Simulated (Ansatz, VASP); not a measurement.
Given: the input of a run of Ansatz 0.2.0 on Pd.

Contents of input.yaml:

```yaml
crystal:
  lattice:
    - [2.72327058, 0.0, 0.0]
    - [-0.9077568598, 2.5675241256, 0.0]
    - [-0.9077568598, -1.2837620624, 2.2235411178]
  atoms:
    - { symbol: Pd, position: [0.0, 0.0, 0.0] }
kpoints:
  mp_grid: { grid: [12, 12, 12] }
scf:
  occupations: { method: gaussian, width: 0.1 }
hamiltonian:
  xc: pbe
  pseudopotentials: { kind: all_electron, lapw: { basis_error: 0.001 } }
output:
  forces: true
  stress: true
  eigenvalues: true
```

Potentials or basis: all-electron LAPW, scalar-relativistic.

Run with:

```sh
$ ansatz run input.yaml --threads 1 --pin off --max-ram 3072MiB --backend cpu --events-out ev --progress --plain --runs-dir out
```

Set up the same calculation for VASP 6.6.1. Potentials there: VASP PAW PBE potentials, release 64 (Pd).

As run (the cutoff follows the program's own potentials):

File INCAR:

```
SYSTEM = Pd
PREC     = Accurate       ! precision mode
ENCUT    = 520            ! plane-wave cutoff, eV
EDIFF    = 1E-6           ! SCF threshold, eV
ISMEAR   = 0              ! smearing method
SIGMA    = 0.1            ! smearing width, eV
LREAL    = .False.        ! projectors in reciprocal space
LASPH    = .True.         ! aspherical terms in the spheres
NELM     = 80             ! most SCF steps
ALGO     = Fast           ! electronic algorithm
ISIF     = 2              ! what is computed and relaxed
LWAVE    = .False.        ! write WAVECAR
LCHARG   = .True.         ! write CHGCAR
GGA      = PE             ! functional
LELF     = .True.         ! ELF
LVHAR    = .True.       
NBANDS   = 11             ! bands
```

Contents of KPOINTS:

```
Automatic mesh
0
Gamma
  12 12 12
  0 0 0
```

POSCAR

```
Pd
1.0
    2.7232705800      0.0000000000      0.0000000000
   -0.9077568598      2.5675241256      0.0000000000
   -0.9077568598     -1.2837620624      2.2235411178
Pd
1
Direct
    0.0000000000      0.0000000000      0.0000000000
```

Potentials or basis: VASP PAW PBE potentials, release 64 (Pd).

Launch:

```console
$ cat potpaw_PBE.64/Pd/POTCAR > POTCAR
$ mpirun -np 1 vasp_std > vasp.out
```

Both were run:

|  | VASP | Ansatz | Ansatz less VASP |
| --- | --- | --- | --- |
| gap on the k mesh at the Fermi level (eV) | none | none | - |
| pressure (GPa) | -1.4 | -1.3 | +0.12 |

A gap of «none» marks a metal or a gap that the smearing closes. Ansatz ran all-electron here, so the differences hold the error of VASP's frozen core and of both bases.
